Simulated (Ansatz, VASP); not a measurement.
# Ba: VASP beside Ansatz

File INCAR:

```
ALGO = Fast
EDIFF = 1E-6
ENCUT = 520
ISIF = 2
ISMEAR = 0
LASPH = T
LCHARG = F
LREAL = F
LWAVE = F
NBANDS = 11
NELM = 80
PREC = Accurate
SIGMA = 0.15
```

Contents of KPOINTS:

```
k-points
0
Gamma
  14 14 14
```

Contents of POSCAR:

```
Ba
1.0
   -2.7000000000      2.7000000000      2.5000000000
    2.7000000000     -2.7000000000      2.5000000000
    2.7000000000      2.7000000000     -2.5000000000
Ba
1
Direct
    0.0000000000      0.0000000000      0.0000000000
```

Input for Ansatz:

```yaml
crystal:
  lattice:
    - [-2.7, 2.7, 2.5]
    - [2.7, -2.7, 2.5]
    - [2.7, 2.7, -2.5]
  atoms:
    - { symbol: Ba, position: [0.0, 0.0, 0.0] }
basis:
  ecutwfc: 420
kpoints:
  mp_grid: { grid: [14, 14, 14] }
hamiltonian:
  xc: lda
scf:
  occupations: { method: gaussian, width: 0.15 }
output:
  forces: true
  stress: true
  eigenvalues: true
```

Change from the starting cell: strain +0.080 along x and y, +0.000 along z, atoms carried along.

Alike in both runs: task single point; functional LDA; k mesh 14 × 14 × 14; occupations gaussian, width 0.15 eV; no spin polarisation.

|  | VASP | Ansatz |
| --- | --- | --- |
| version | VASP 6.6.1 | Ansatz 0.2.0 |
| potentials or method | VASP PAW LDA potentials, release 64 (Ba_sv) | scalar-relativistic, plane waves, PAW |
| plane-wave cutoff (eV) | 520 | 420 |
| valence electrons in the cell | 10 | 10 |

```tsv
	VASP	Ansatz	Ansatz less VASP
gap on the k mesh at the Fermi level (eV)	none	none	-
pressure (GPa)	-2.0	-2.0	-0.01
largest component of the traceless stress (GPa)	0.17	0.17	-0.003
```

A gap of «none» marks a metal or a gap that the smearing closes.

Spin-orbit coupling is left out, which matters for the levels of Ba.
